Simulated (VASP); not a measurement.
Write the native input for VASP 6.6.1 that does the following.

```yaml
Task: single point
Functional: r2SCAN
Potentials_or_basis: VASP PAW PBE potentials, release 64 (Mg, O)
Cutoff: 520 eV
k_mesh: 12 × 12 × 6
Occupations: gaussian, width 0.01 eV
Spin: no spin polarisation
Dipole_correction: no
Further_INCAR_settings: ALGO = Normal; EDIFF = 1e-07; NBANDS = 16
```

MgO:

```
Mg O
1.0
     3.48402    0.09285    0.00000
    -1.66160    2.97083    0.00000
     0.00000    0.00000    4.18532
Mg O
2 2
Cartesian
  0.0313 2.0122 1.0463
  1.7911 1.0515 3.1390
  1.7964 1.0513 1.0463
  0.0260 2.0124 3.1390
```

The cell was built by a generator and needn't be a form met in nature.

The cell isn't the ideal one: shear_xy strain +5.3%.

The input as run:

POSCAR

```
MgO
1.0
    3.4840197850      0.0928491273      0.0000000000
   -1.6616001896      2.9708250775      0.0000000000
    0.0000000000      0.0000000000      4.1853204440
Mg O
2 2
Direct
    0.3271278557      0.6670900487      0.2500000000
    0.6728721443      0.3329099513      0.7500000000
    0.6743318560      0.3328040171      0.2500000000
    0.3256681440      0.6671959829      0.7500000000
```

INCAR.step1

```
ALGO = Normal
EDIFF = 1E-4
ENCUT = 520
GGA = PE
ISMEAR = 0
LASPH = T
LCHARG = F
LREAL = F
LWAVE = T
NBANDS = 16
NELM = 100
PREC = Accurate
SIGMA = 0.01
```

INCAR.step2

```
ALGO = Normal
EDIFF = 1E-7
ENCUT = 520
ISIF = 2
ISMEAR = 0
ISTART = 1
LASPH = T
LCHARG = T
LELF = T
LMIXTAU = T
LREAL = F
LVHAR = T
LWAVE = F
METAGGA = R2SCAN
NBANDS = 16
NELM = 100
PREC = Accurate
SIGMA = 0.01
```

KPOINTS

```
k-points
0
Gamma
  12 12 6
```

Potentials or basis: VASP PAW PBE potentials, release 64 (Mg, O).

Command:

```bash
$ cat potpaw_PBE.64/Mg/POTCAR potpaw_PBE.64/O/POTCAR > POTCAR
$ cp INCAR.step1 INCAR
$ mpirun -np 1 vasp_std > vasp.out
$ cp INCAR.step2 INCAR
$ mpirun -np 1 vasp_std > vasp.out
```

It gave:

| Quantity | Value |
| --- | --- |
| Pressure | -0.9 GPa |
| Largest force | 0.005 eV/Å |
| Band gap on the k mesh | 4.08 eV, direct |

Caveat: the PAW data sets were made with another functional, which shifts forces and pressure a little.

Wall time 5.1 min on 1 thread of Intel(R) Xeon(R) 6975P-C (Granite Rapids), on a shared host, peak memory 0.31 GiB.
